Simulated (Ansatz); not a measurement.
# Pb (Fm-3m) in Ansatz: notebook

Aim: see how the results for Pb move with the level of theory and the settings. Levels: rPW86-PBE, PBE, BLYP. Tasks: relaxation of cell and atoms, single point.

Everything below comes from runs of Ansatz 0.2.0. Logs are shortened: lines on timing, memory, paths and dates and some standing lists are left out, and cuts for length are marked.

**1. The structure**

Symmetry: Fm-3m, No. 225, cubic system. Conventional cell: a = 4.950 Å, b = 4.950 Å, c = 4.950 Å, α = 90.00°, β = 90.00°, γ = 90.00°. Around Pb (site symmetry m-3m) lie 12 Pb at 3.50 Å.

**2. Relaxation of cell and atoms, rPW86-PBE**

The input, input.yaml:

```yaml
crystal:
  lattice:
    - [0.0, 2.47502, 2.47502]
    - [2.47502, 0.0, 2.47502]
    - [2.47502, 2.47502, 0.0]
  atoms:
    - { symbol: Pb, position: [0.0, 0.0, 0.0] }
hamiltonian:
  xc: { exchange: rpw86, correlation: pbe }
  pseudopotentials: { kind: paw }
kpoints:
  mp_grid: { grid: [9, 9, 9] }
scf:
  occupations: { method: fermi_dirac, width: 0.05 }
output:
  forces: true
  stress: true
relax:
  f_tol: 0.01
  max_steps: 40
  cell: { stress_tol: 0.05 }
```

Potentials or basis: Ansatz PAW.

Run with:

```console
> ansatz run input.yaml --threads 2 --pin off --max-ram 5120MiB --backend cpu --events-out ev --progress --plain --runs-dir out
```

What it wrote:

```text
Warning: RAYON_NUM_THREADS=2 ignored (pool sized by the plan → 2); use --threads N
Engine: ansatz 0.2.0, aarch64-unknown-linux-gnu
Pseudopotentials: kind: paw
Pseudopotential: Pb, paw, valence charge 14, recommended cutoff 420 eV (normal), Pb.paw.azcp
Functional definition: unnamed
  exchange = rpw86_x
  correlation = pbe_c
Crystal: 1 atoms, lattice volume = 30.323 Å³
Basis set: ecut = 420 eV, 609 PW (Γ), exchange–correlation on 48×48×48 points (8 copies of the dense FFT grid, shifted against one another)
Bands: 11, of which v1, the nominal top of the filled ones, is band 7 counted from 1 (6 counted from 0)
Symmetry: 48 space group operations
Space group: Fm-3m (ITA 225), of the structure as read, at distance tolerance 3.1e-5 Å
k-points: 35 of 729
Non-local potential: Pb, projectors of the file, l = 0: 2, l = 1: 2, l = 2: 2, l = 3: 2
PAW form: soft (Blöchl's): semilocal exchange-correlation on the pseudo side does not see the compensation charge
PAW frozen core: Pb, regenerated for the run's functional, and the local potential with it (the file was generated under x = pbe(κ = 0.804, μ = 0.2195149727645171), c = pbe(β = 0.06672455060314922))
PAW one-centre angular grid: Pb, 590 points (default); XC on 96 Gauss nodes
Initial density: superposition of atomic densities (neutral atoms: chi_scale 0, normalization atom), corrected by the library's trained network
Initial wavefunctions: pseudopotential atomic-orbital guess
Functional: x = rpw86, c = pbe(β = 0.06672455060314922)
SCF iter   1: F=—  HF=-11990.443938 eV  |F-HF|=—  |Δ(HF+E_count)|=         —  Δρ=5.95e-3  dr2=6.16e-3  ethr=1.77e-3  ⟨swp⟩=5.9  Hψ=2567  notcnv=0
preconditioner: auto → none  [insulator: Δε(μ)=0.231 eV  Ē_g=19.917 eV  σ=0.050 eV  W_gap=0.53  n_scr=8 (ndim 8)  ℏωp=25.2 eV  f_vac=0.000  D(μ)=0.41/eV (n_scr^D=0)  ε∞_Penn≈2.6]
SCF iter   2: F=—  HF=-11990.441018 eV  |F-HF|=—  |Δ(HF+E_count)|=   2.92e-3  Δρ=1.54e-3  dr2=4.09e-4  ethr=4.40e-5  ⟨swp⟩=2.9  Hψ=1032  notcnv=0  defer=8
SCF iter   3: F=—  HF=-11990.441013 eV  |F-HF|=—  |Δ(HF+E_count)|=   5.65e-6  Δρ=3.43e-4  dr2=3.06e-5  ethr=2.92e-6  ⟨swp⟩=2.0  Hψ=617  notcnv=0  defer=8
SCF iter   4: F=—  HF=-11990.441028 eV  |F-HF|=—  |Δ(HF+E_count)|=   1.53e-5  Δρ=3.39e-5  dr2=2.26e-7  ethr=2.19e-7  ⟨swp⟩=2.4  Hψ=509  notcnv=0  defer=8
iter 5 did not close the SCF: its close was put off for the readings that it lacked (scf_convergence_deferred on its scf_iter line)
SCF iter   5: F=-11990.441028 eV  HF=-11990.441028 eV  |F-HF|=5.99e-8  |Δ(HF+E_count)|=   2.88e-7  Δρ=1.34e-5  dr2=6.58e-8  ethr=1.61e-9  ⟨swp⟩=2.0  Hψ=618  notcnv=0  defer=8
SCF iter   6: F=-11990.441028 eV  HF=-11990.441028 eV  |F-HF|=2.85e-9  |Δ(HF+E_count)|=   2.73e-8  Δρ=2.87e-6  dr2=3.52e-9  ethr=4.70e-10  ⟨swp⟩=2.5  Hψ=1311  notcnv=0
SCF 1 converged in 6 iterations: F = -11990.441028 eV  dr2 = 3.52e-9
relax step   1: F+E_penalty+E_count = -11990.44102815 eV  Δ(F+E_penalty+E_count) = +0.000e0 eV  max|allowed force component| = 0.000e0 eV/Å  Δτ_max = 0.0000 Å  P = +5.467 GPa  Ω = 30.323 Å³  (6 SCF iters, dr2 threshold 1.00e-7 eV, accepted)
Crystal: 1 atoms, lattice volume = 34.259 Å³
Basis set: ecut = 420 eV, 645 PW (Γ), exchange–correlation on 48×48×48 points (8 copies of the dense FFT grid, shifted against one another)
Initial density: handed on by an earlier stage of this run
Initial wavefunctions: those handed on with the density
iter 1 solved again at ethr=3.01e-6 eV; its pass at ethr=3.10e-3 eV (dr2=4.21e-4 eV) is discarded
SCF iter   1: F=—  HF=-11990.497706 eV  |F-HF|=—  |Δ(HF+E_count)|=         —  Δρ=1.43e-3  dr2=7.11e-4  ethr=3.01e-6  ⟨swp⟩=1.9  Hψ=3787  notcnv=0
eigensolver tolerance schedule calibrated: the retry pair's looser diagonalisation under-reported the residual by θ = 0.41 (0.14/decade); ethr = c·dr2/N_el runs at the constant in force after the calibration composes with the one it found (an armed cap, an earlier calibration), c = 5.5e-2
preconditioner: auto → none  [insulator: Δε(μ)=0.225 eV  Ē_g=19.459 eV  σ=0.050 eV  W_gap=0.70  n_scr=8 (ndim 8)  ℏωp=23.7 eV  f_vac=0.000  D(μ)=0.33/eV (n_scr^D=0)  ε∞_Penn≈2.5]
SCF iter   2: F=—  HF=-11990.497464 eV  |F-HF|=—  |Δ(HF+E_count)|=   2.42e-4  Δρ=4.63e-4  dr2=4.07e-5  ethr=2.78e-6  ⟨swp⟩=2.0  Hψ=625  notcnv=0
SCF iter   3: F=—  HF=-11990.497507 eV  |F-HF|=—  |Δ(HF+E_count)|=   4.32e-5  Δρ=2.53e-4  dr2=1.20e-5  ethr=1.59e-7  ⟨swp⟩=2.0  Hψ=451  notcnv=0
SCF iter   4: F=-11990.497524 eV  HF=-11990.497524 eV  |F-HF|=8.00e-8  |Δ(HF+E_count)|=   1.71e-5  Δρ=7.42e-6  dr2=1.58e-8  ethr=3.90e-10  ⟨swp⟩=3.6  Hψ=1484  notcnv=0
SCF 2 converged in 4 iterations: F = -11990.497524 eV  dr2 = 1.58e-8
relax step   2: F+E_penalty+E_count = -11990.49752433 eV  Δ(F+E_penalty+E_count) = -5.650e-2 eV  max|allowed force component| = 0.000e0 eV/Å  Δτ_max = 0.0000 Å  P = -0.190 GPa  Ω = 34.259 Å³  energy of the carried Pulay correction = -1.191e-3 eV  (4 SCF iters, dr2 threshold 1.00e-7 eV, accepted)
Crystal: 1 atoms, lattice volume = 34.111 Å³
iter 1 solved again at ethr=2.38e-8 eV; its pass at ethr=3.10e-3 eV (dr2=3.33e-6 eV) is discarded
SCF iter   1: F=—  HF=-11990.497666 eV  |F-HF|=—  |Δ(HF+E_count)|=         —  Δρ=4.81e-5  dr2=6.55e-7  ethr=2.38e-8  ⟨swp⟩=3.2  Hψ=3338  notcnv=0
preconditioner: auto → none  [insulator: Δε(μ)=0.216 eV  Ē_g=19.440 eV  σ=0.050 eV  W_gap=0.70  n_scr=8 (ndim 8)  ℏωp=23.8 eV  f_vac=0.000  D(μ)=0.33/eV (n_scr^D=0)  ε∞_Penn≈2.5]
SCF iter   2: F=-11990.497668 eV  HF=-11990.497668 eV  |F-HF|=2.16e-8  |Δ(HF+E_count)|=   1.78e-6  Δρ=1.31e-5  dr2=2.42e-8  ethr=6.42e-10  ⟨swp⟩=3.1  Hψ=1450  notcnv=0
SCF 3 converged in 2 iterations: F = -11990.497668 eV  dr2 = 2.42e-8
relax step   3: F+E_penalty+E_count = -11990.49766826 eV  Δ(F+E_penalty+E_count) = -1.439e-4 eV  max|allowed force component| = 0.000e0 eV/Å  Δτ_max = 0.0000 Å  P = -0.033 GPa  Ω = 34.111 Å³  energy of the carried Pulay correction = -1.150e-3 eV  (2 SCF iters, dr2 threshold 8.99e-8 eV, accepted)
Basis set: ecut = 420 eV, 645 PW (Γ), exchange–correlation on 50×50×50 points (8 copies of the dense FFT grid, shifted against one another)
Initial wavefunctions: pseudopotential atomic-orbital guess (no wavefunctions were taken with the density)
iter 1 solved again at ethr=1.03e-7 eV; its pass at ethr=3.10e-3 eV (dr2=1.44e-5 eV) is discarded
SCF iter   1: F=—  HF=-11990.498737 eV  |F-HF|=—  |Δ(HF+E_count)|=         —  Δρ=2.32e-4  dr2=3.76e-6  ethr=1.03e-7  ⟨swp⟩=3.3  Hψ=3654  notcnv=0
SCF iter   2: F=—  HF=-11990.498738 eV  |F-HF|=—  |Δ(HF+E_count)|=   1.09e-6  Δρ=1.03e-4  dr2=5.94e-7  ethr=2.69e-8  ⟨swp⟩=2.0  Hψ=589  notcnv=0
SCF iter   3: F=—  HF=-11990.498739 eV  |F-HF|=—  |Δ(HF+E_count)|=   1.34e-6  Δρ=2.31e-5  dr2=2.77e-8  ethr=4.24e-9  ⟨swp⟩=2.0  Hψ=450  notcnv=0
SCF iter   4: F=—  HF=-11990.498739 eV  |F-HF|=—  |Δ(HF+E_count)|=   1.37e-7  Δρ=2.24e-6  dr2=7.13e-10  ethr=1.98e-10  ⟨swp⟩=2.8  Hψ=612  notcnv=0
SCF iter   5: F=-11990.498739 eV  HF=-11990.498739 eV  |F-HF|=5.46e-12  |Δ(HF+E_count)|=   1.23e-9  Δρ=9.53e-8  dr2=2.22e-12  ethr=1.00e-12  ⟨swp⟩=4.3  Hψ=1703  notcnv=0
SCF 4 converged in 5 iterations: F = -11990.498739 eV  dr2 = 2.22e-12
relax step   4: F+E_penalty+E_count = -11990.49873937 eV  Δ(F+E_penalty+E_count) = -1.071e-3 eV  max|allowed force component| = 0.000e0 eV/Å  Δτ_max = 0.0000 Å  P = -0.043 GPa  Ω = 34.111 Å³  stress off target by 4.35e-2 GPa  SCF on the basis re-selected at this cell (its energy is not comparable with the rows above)  (5 SCF iters)
basis re-selected at this cell: Δ(F+E_penalty+E_count) = -1.071e-3 eV, ΔP = -0.011 GPa vs the last step (what re-selecting the basis moved, of the pressure what is left beyond the Pulay correction that the steps carried, after the strain that the cell walked since its last selection, with what the two solves' SCF thresholds leave and, on support functions, any second-order correction that the steps lacked; it is no measure of the basis error at this ecutwfc). The dense FFT grid was sized anew with the basis: this SCF ran on 25×25×25 points, the steps before it on 24×24×24, so part of this shift can come from that change (see relax.cell in the input reference). This SCF's stress stands 4.35e-2 GPa from its target on what of the cell is left free (relax.cell.stress_tol is 5.00e-2 GPa) and its largest allowed force component is 0.00e0 eV/Å (relax.f_tol is 1.00e-2 eV/Å): within both
SCF converged after 5 iterations
Free energy (F): -11990.498739 eV
Harris-Foulkes:  -11990.498739 eV  (|F-HF|=5.46e-12)
Internal energy: -11990.495849 eV  (E = F + TS)
E sigma→0 (E₀):  -11990.497294 eV
Entropy (-TS):   -0.002890 eV (-2.890 meV/atom)
Fermi energy:    9.331792 eV
--- Per-component energies (eV) ---
  E_band       = -56.729377
  E_kinetic    = 288.084414
  E_local      = -1086.396806  (includes V_loc(G=0)·N_el)
  E_nonlocal   = 343.066578
  E_hartree    = 430.288502
  E_xc         = -222.460253
  E_vxc        = -131.598516  (∫ρ·V_xc dr)
  E_paw        = -10486.417174  (= ΣΔE_a)
  E_vpaw       = -330.462111  (= ΣTr[D̂ρ^β])
  E_aug_tail   = 0.000053  (compensation charges beyond the density's cutoff)
  E_ewald      = -1256.762089
  E_core_change = 0.100925  (= ΣΔE_core)
  E_smearing   = -0.002890  (= −TS)
  E_closure    = 0.000000  (closes the sum)
  Σ components = -11990.498739   (vs F -11990.498739, Δ=0.00e0)
--- Forces (eV/Å), atoms counted from 1 ---
  atom   1  Pb    -0.00000000     0.00000000    -0.00000000
  max |Σ_I F_I| component: 1.31e-31 eV/Å
--- Stress (GPa, compression-positive) ---
       -0.043463       0.000000       0.000000
        0.000000      -0.043463       0.000000
        0.000000       0.000000      -0.043463
  P = ⅓ Tr σ = -0.0435 GPa (-0.435 kbar)
--- Relaxed structure (3 steps of the walk, 3 accepted, 1 SCFs on fresh bases) ---
  F+E_penalty+E_count = -11990.49873937 eV   max|allowed force component| = 0.000e0 eV/Å   (the final SCF, on the basis selected at the relaxed cell)
  cell:  # Å, volume = 34.1109 Å³
    - [-2.955315779079442e-33, 2.574074330226735, 2.574074330226735]
    - [2.574074330226735, -2.5476860164477963e-35, 2.574074330226735]
    - [2.574074330226735, 2.574074330226735, 6.878752244409047e-34]
  atoms:
    - { symbol: Pb, position: [0.0, 0.0, 0.0] }
```

It took 1.7 s on 2 threads of Arm Neoverse V1, shared host; peak memory 0.29 GiB.

Results:

- Free energy: -11990.4987 eV
- Relaxed volume: 34.11 Å³/atom
- Relaxed cell: a = 3.640 Å, b = 3.640 Å, c = 3.640 Å, α = 60.00°, β = 60.00°, γ = 60.00°
- Space group after relaxing (to 0.05 Å): Fm-3m (No. 225)
- Energy gained by relaxing: 57.7 meV/atom
- Ionic steps: 4
- Pressure after relaxing: 0.0 GPa

The path:
```csv
step,energy change (eV),largest force (eV/Å),volume (Å³)
1,0.0000,0.0000,30.32
2,-0.0565,0.0000,34.26
3,-0.0566,0.0000,34.11
4,-0.0577,0.0000,34.11
```

Final structure:
```
Pb
1.0
     0.00000    2.57407    2.57407
     2.57407    0.00000    2.57407
     2.57407    2.57407    0.00000
Pb
1
Direct
  0.00000 0.00000 0.00000
```

Caveat: the plane-wave basis is chosen anew once the cell has moved, so the energies of steps on either side of that aren't comparable; the volume moved by +12 % from the deposited cell, more than functionals usually miss; the PAW data sets come from PBE, with cores solved anew for the run's functional, which leaves a small shift of forces and pressure.

**3. Single point, PBE**

The input, input.yaml:

```yaml
crystal:
  lattice:
    - [0.0, 2.47502, 2.47502]
    - [2.47502, 0.0, 2.47502]
    - [2.47502, 2.47502, 0.0]
  atoms:
    - { symbol: Pb, position: [0.0, 0.0, 0.0] }
hamiltonian:
  xc: pbe
  pseudopotentials: { kind: paw }
kpoints:
  mp_grid: { grid: [9, 9, 9] }
scf:
  occupations: { method: fermi_dirac, width: 0.05 }
basis:
  ecutwfc: "250 eV"
output:
  forces: true
  stress: true
  eigenvalues: true
```

Potentials or basis: Ansatz PAW.

Run with:

```console
> ansatz run input.yaml --threads 2 --pin off --max-ram 5120MiB --backend cpu --events-out ev --progress --plain --runs-dir out
```

Run time: 0.39 s. Hardware: 2 threads of Arm Neoverse V1, shared host; peak memory 0.25 GiB.

Results (log left out):

```yaml
Free_energy: -11905.7823 eV
Pressure: 1.6 GPa
Band_gap_on_the_k_mesh: none (metal or under the smearing width)
```

Levels at points of the mesh, in eV from the Fermi level:
```csv
k point,band 5,band 6,band 7,band 8,band 9,band 10
"(0.00, 0.00, 0.00)",-17.02,-11.65,7.60,7.60,7.60,9.89
```

Caveat: the pressure holds a Pulay correction of +25.6 GPa for the finite cutoff; the cutoff lies under the one recommended for these potentials. Spin-orbit coupling is left out, which matters for the levels of Pb.

**4. Single point, PBE**

input.yaml: that of step 3 with these lines changed.

```diff
@@ -11,7 +11,5 @@
 kpoints:
-  mp_grid: { grid: [9, 9, 9] }
+  mp_grid: { grid: [7, 7, 7] }
 scf:
   occupations: { method: fermi_dirac, width: 0.05 }
-basis:
-  ecutwfc: "250 eV"
 output:
```

Run with:

```console
> ansatz run input.yaml --threads 2 --pin off --max-ram 5120MiB --backend cpu --events-out ev --progress --plain --runs-dir out
```

Wall time 0.4 s (2 threads of Arm Neoverse V1, shared host); peak memory 0.26 GiB.

The run converged. Its results:

```yaml
Free_energy: -11906.4148 eV
Pressure: 2.9 GPa
Band_gap_on_the_k_mesh: none (metal or under the smearing width)
```

Levels at points of the mesh, in eV from the Fermi level:
```tsv
k point	band 4	band 5	band 6	band 7	band 8	band 9	band 10	band 11
(0.00, 0.00, 0.00)	-16.86	-16.86	-11.68	7.49	7.49	7.49	9.82	11.41
```

(Part 1 of 2 ends here.)
